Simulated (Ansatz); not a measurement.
# Ir (Fm-3m) in Ansatz: further runs

Aim: see how the results for Ir move with the level of theory and the settings. Levels: revPBE+D3(BJ)+U, r2SCAN50+D3(BJ)+ATM. Tasks: atomic charges, electrostatic potential.

Program: Ansatz 0.2.0. These are calculated values, not measurements. Logs are shortened: lines on timing, memory, paths and dates and some standing lists are left out, and cuts for length are marked.

### 1 The undisturbed crystal

It takes space group Fm-3m (No. 225, cubic). Conventional cell: a = 3.831 Å, b = 3.831 Å, c = 3.831 Å, α = 90.00°, β = 90.00°, γ = 90.00°. Ir (site symmetry m-3m) has 12 Ir at 2.71 Å as nearest neighbours.

### 2 Atomic charges, revPBE+D3(BJ)+U (volume scaled by 0.92)

File run.py:

```python
import json

import ase.io
import numpy as np

import ansatz as az

atoms = ase.io.read("Ir.cif")
atoms.info.pop("occupancy", None)

calculation = (
    az.Crystal.from_ase(atoms)
    .calculation()
    .kpoints(12, 12, 12)
    .functional("revpbe", dispersion="d3bj")
    .pseudopotentials(kind="nc", source="spms")
    .hubbard(projectors="all-electron-atomic", double_counting="fll")
    .hubbard("Ir", "d", u_eff=8.0)
    .occupations(method="gaussian", width=0.05)
    .populations(orbitals="intrinsic")
    .forces()
    .stress()
    .band_table(publish=True)
)
outcome = calculation.run(threads=2, events_out="events.jsonl")

report = outcome.report
for line in open("events.jsonl"):
    event = json.loads(line)
    if event["event"] == "scf_iter":
        d = event["data"]
        print(f"SCF {d['iter']:3d}  HF = {d['harris_foulkes_ev']:.6f} eV  dr2 = {d['dr2_ev']:.2e} eV")
    elif event["event"] in ("relax_step", "md_step"):
        d = event["data"]
        print(f"{event['event']} {d['step']:3d}  E = {d['lagrangian_ev']:.6f} eV")
np.set_printoptions(precision=5, suppress=True, linewidth=110)
print("converged:", report["converged"], "after", report["n_iterations"], "iterations")
print(f"free energy {report['free_energy_ev']:.6f} eV, Fermi level {report['fermi_energy_ev']:.4f} eV")
for key in ("band_edges_ev", "magnetization_mub", "site_moments_mub", "site_moments_nc_mub", "forces_ev_ang",
                "stress_gpa"):
    if report.get(key) is not None:
        print(key, np.array(report[key]), sep="\n")
```

File Ir.cif:

```cif
data_Ir
_cell_length_a 2.63480878
_cell_length_b 2.63480878
_cell_length_c 2.63480878
_cell_angle_alpha 60.00000000
_cell_angle_beta 60.00000000
_cell_angle_gamma 60.00000000
_space_group_name_H-M_alt 'P1'
_space_group_name_Hall 'P 1'
_space_group_IT_number 1
loop_
_space_group_symop_operation_xyz
'x,y,z'
loop_
_atom_site_label
_atom_site_type_symbol
_atom_site_symmetry_multiplicity
_atom_site_Wyckoff_symbol
_atom_site_fract_x
_atom_site_fract_y
_atom_site_fract_z
_atom_site_occupancy
Ir1 Ir 1 a 0.0000000000 0.0000000000 0.0000000000 1
```

Potentials or basis: SPMS NC.

The run is started by

```
$ python run.py
```

Log:

```text
DeckWarning: basis.ecutwfc = 462.593566181796 eV, auto-derived from the records' recommended cutoffs: set by Ir (normal level)
PlacementWarning: RAYON_NUM_THREADS=2 ignored (pool sized by the plan → 2); use plan(threads=…)
SCF   1  HF = -3060.465676 eV  dr2 = 6.80e-02 eV
SCF   2  HF = -3061.280314 eV  dr2 = 8.74e-03 eV
SCF   3  HF = -3061.602776 eV  dr2 = 1.05e-02 eV
SCF   4  HF = -3061.598809 eV  dr2 = 2.14e-04 eV
SCF   5  HF = -3061.599357 eV  dr2 = 6.85e-06 eV
SCF   6  HF = -3061.599335 eV  dr2 = 1.98e-07 eV
SCF   7  HF = -3061.599336 eV  dr2 = 6.91e-10 eV
converged: True after 7 iterations
free energy -3061.599336 eV, Fermi level 27.7536 eV
magnetization_mub
0.0
forces_ev_ang
[[-0. -0.  0.]]
stress_gpa
[[13.20227 -0.      -0.     ]
 [-0.      13.20227  0.     ]
 [-0.       0.      13.20227]]
```

populations.tsv:

```text
# site	symbol	l	j	q
# orbitals = intrinsic
# n_electrons = 17.000000
# spilling = 0.000000
# projection_atom_Ir: [Kr 4d10 4f14] 5s2 5p6 5d7 6s2
0	Ir	0_5S	-	1.976361
0	Ir	0_6S	-	0.865836
0	Ir	1_5P	-	5.995517
0	Ir	2_5D	-	8.162286
```

occupation_matrices:

```text
# The occupation matrices of the corrected shells as a run of Ansatz 0.0.0 ended. An entry of
# hamiltonian.hubbard.sites starts from them by `starting_ns: <path of this file>`, where that key's refused
# combinations let it.
# Free energy -3061.599336 eV.
format: ansatz-occupation-matrices/1
state: converged
spin: unpolarized
projectors: atomic
projection_frame: null
lattice: # Å
  - [2.63480878, 0.0, 0.0]
  - [1.3174043900000003, 2.2818113375942843, 0.0]
  - [1.3174043900000003, 0.7606037791980949, 2.151312360268353]
atoms: # fractions of the lattice vectors
  - {symbol: Ir, position: [0.0, 0.0, 0.0]}
sites: # a site counts the atoms from 0
  - {site: 0, l: d, shell: 5, starting_ns: [{spin: up, occupation_matrix: site0_d}]} # 8.708 electrons, filled orbitals 5
occupation_matrices: # on the real harmonics m = 0, +1, -1, ... of the Cartesian axes; of spinors up first
  site0_d:
    matrix:
      - [0.8429722266708476, 9.468063258597753e-18, -1.470709182920273e-17, 9.07605596150045e-17, -4.370084478529222e-18]
      - [2.0888326142111732e-17, 0.8893478235985902, 5.550050818841432e-18, -9.94144276724869e-18, 0.032792499069180595]
      - [1.767441305569767e-17, 1.6469229978936162e-18, 0.8893478235985907, 0.03279249906918073, -4.113094317019065e-17]
      - [8.1797821655791e-17, -1.5507013919340946e-17, 0.032792499069180726, 0.8661600251347191, 2.561842269737713e-18]
      - [-7.839531430482836e-18, 0.03279249906918059, -4.427512947039861e-17, 1.80290074899786e-18, 0.8661600251347191]
```

Run time: 0.87 s. Hardware: 2 threads of Intel Xeon 6975P-C (Granite Rapids), shared host; peak memory 0.4 GiB.

Results:

```
Free energy            : -3061.5993 eV
Pressure               : 13.2 GPa
Band gap on the k mesh : none (metal or under the smearing width)
```

Eigenvalues of the final occupation matrices:
```csv
site,spin,trace,eigenvalues
site 1,1,4.35,0.84 0.84 0.84 0.91 0.91
```

Caveat: the potentials were made for another functional, which shifts forces and pressure; U without spin polarisation on a metal has little footing; pairwise dispersion overbinds metals, which lowers pressure and volume; the U is typed as a test and isn't derived for this compound.

### 3 Atomic charges, revPBE+D3(BJ)+U (volume scaled by 0.92)

File input.yaml:

```yaml
crystal:
  lattice:
    - [2.63480878, 0.0, 0.0]
    - [1.31740439, 2.2818113376, 0.0]
    - [1.31740439, 0.7606037792, 2.1513123603]
  atoms:
    - { symbol: Ir, position: [0.0, 0.0, 0.0] }
hamiltonian:
  xc: revpbe
  pseudopotentials: { kind: nc, source: spms }
  dispersion: d3bj
  hubbard:
    sites: [{ species: Ir, l: d, u_eff: 8.0 }]
    projectors: all-electron-atomic
    double_counting: fll
kpoints:
  mp_grid: { grid: [12, 12, 12] }
scf:
  occupations: { method: gaussian, width: 0.05 }
output:
  forces: true
  stress: true
  eigenvalues: true
  bader: false
  populations: intrinsic
  write_density: true
  write_potential: true
  elf: true
  volumetric_format: npy
```

Potentials or basis: SPMS NC.

The run is started by

```
$ ansatz run input.yaml --threads 2 --pin off --max-ram 5120MiB --backend cpu --events-out ev --progress --plain --runs-dir out
```

Log:

```text
Warning: RAYON_NUM_THREADS=2 ignored (pool sized by the plan → 2); use --threads N
Engine: ansatz 0.2.0, x86_64-unknown-linux-gnu
Pseudopotentials: kind: nc
Pseudopotential: Ir, nc, valence charge 17, recommended cutoff 462.593566181796 eV (normal), Ir.nc.azcp
Functional definition: revPBE
  parameter kappa = 1.245
  parameter beta = 0.06672455060314922
  exchange = pbe_x(kappa = kappa, mu = beta*pi^2/3)
  correlation = pbe_c(beta = beta)
Crystal: 1 atoms, lattice volume = 12.934 Å³
Basis set: ecut = 462.593566181796 eV, 283 PW (Γ), exchange–correlation on 40×40×40 points (8 copies of the dense FFT grid, shifted against one another)
Bands: 13, of which v1, the nominal top of the filled ones, is band 9 counted from 1 (8 counted from 0)
Symmetry: 48 space group operations
Space group: Fm-3m (ITA 225), of the structure as read, at distance tolerance 2.3e-5 Å
k-points: 72 of 1728
[... 22 lines left out ...]
  E_band       = -49.067216
  E_kinetic    = 840.888326
  E_local      = -455.542971  (includes V_loc(G=0)·N_el)
  E_nonlocal   = -685.888187
  E_hartree    = 348.276551
  E_xc         = -552.023468
  E_vxc        = -419.153857  (∫ρ·V_xc dr)
  E_hubbard    = 4.453911  (on-site DFT+U / exact-exchange correction)
  E_vhub       = -25.924173  (the Hubbard potential's part of the band-sum identity)
  E_ewald      = -2560.246744
  E_disp       = -1.515348  (pairwise vdW)
  E_smearing   = -0.001405  (= −TS)
  E_closure    = 0.000000  (closes the sum)
  Σ components = -3061.599336   (vs F -3061.599336, Δ=0.00e0)
--- Forces (eV/Å), atoms counted from 1 ---
  atom   1  Ir     0.00000000     0.00000000     0.00000000
  max |Σ_I F_I| component: 4.11e-32 eV/Å
--- Stress (GPa, compression-positive) ---
       13.202285      -0.000000       0.000000
        0.000000      13.202285       0.000000
        0.000000       0.000000      13.202285
  P = ⅓ Tr σ = 13.2023 GPa (132.023 kbar)
--- Band table (eV; the first three rows and the last of 72) ---
  k-point 0: bands = ["-63.3403", "-19.7027", "-19.7027", "-19.7027", "17.3949", "22.4865", "22.4865", "22.4865", "25.7148", "25.7148", "42.7588", "48.8387", "48.8387"]
  k-point 1: bands = ["-63.3352", "-19.7851", "-19.7144", "-19.7144", "17.7153", "22.2704", "22.6647", "22.6647", "25.5982", "25.5982", "43.3726", "47.5355", "49.4351"]
  k-point 2: bands = ["-63.3362", "-20.0003", "-19.7452", "-19.7452", "18.2804", "22.0804", "22.9831", "22.9831", "25.5147", "25.5147", "44.6057", "45.6800", "51.1216"]
  k-point 71: bands = ["-63.2224", "-20.5390", "-20.5390", "-20.2613", "18.0258", "21.1702", "21.1702", "24.9664", "29.7164", "38.4851", "39.2474", "39.2474", "43.9107"]
Occupation matrices written to <dir>
--- intrinsic populations: 1 site ---
  site symbol       q [e]
     0     Ir     17.0000
  spilling = 0.000000 (of n_electrons = 17.000000)
```

rho_z.tsv:

```text
# z_ang	rho[e/angstrom^3]
# format = ansatz-planar-average/11
# lattice	2.634808780	0.000000000	0.000000000
# lattice	1.317404390	2.281811338	0.000000000
# lattice	1.317404390	0.760603779	2.151312360
# sites	1
# site	77	0.000000000	0.000000000	0.000000000
0.000000	2.267523e0
0.131740	2.236839e0
0.263481	2.128672e0
0.395221	1.917949e0
0.526962	1.612464e0
0.658702	1.264946e0
[... 12 lines left out ...]
2.371328	2.128672e0
2.503068	2.236839e0
```

Run time: 0.41 s. Hardware: 2 threads of Intel Xeon 6975P-C (Granite Rapids), shared host; peak memory 0.3 GiB.

Results:

```
Free energy            : -3061.5993 eV
Pressure               : 13.2 GPa
Band gap on the k mesh : none (metal or under the smearing width)
```

Levels at points of the mesh, in eV from the Fermi level:
| k point | band 5 | band 6 | band 7 | band 8 | band 9 | band 10 | band 11 | band 12 |
| --- | --- | --- | --- | --- | --- | --- | --- | --- |
| (0.00, 0.00, 0.00) | -10.36 | -5.27 | -5.27 | -5.27 | -2.04 | -2.04 | 15.01 | 21.09 |
| (0.00, 0.00, -0.50) | -11.26 | -5.83 | -5.83 | 0.78 | 1.04 | 1.04 | 10.07 | 14.71 |
| (0.00, -0.50, -0.50) | -12.58 | -10.48 | 0.76 | 1.96 | 1.96 | 3.47 | 13.66 | 13.66 |

Eigenvalues of the final occupation matrices:
```csv
site,spin,trace,eigenvalues
site 1,1,4.35,0.84 0.84 0.84 0.91 0.91
```

Caveat: the potentials were made for another functional, which shifts forces and pressure; U without spin polarisation on a metal has little footing; pairwise dispersion overbinds metals, which lowers pressure and volume; the U is typed as a test and isn't derived for this compound.

(Part 1 of 2 ends here.)
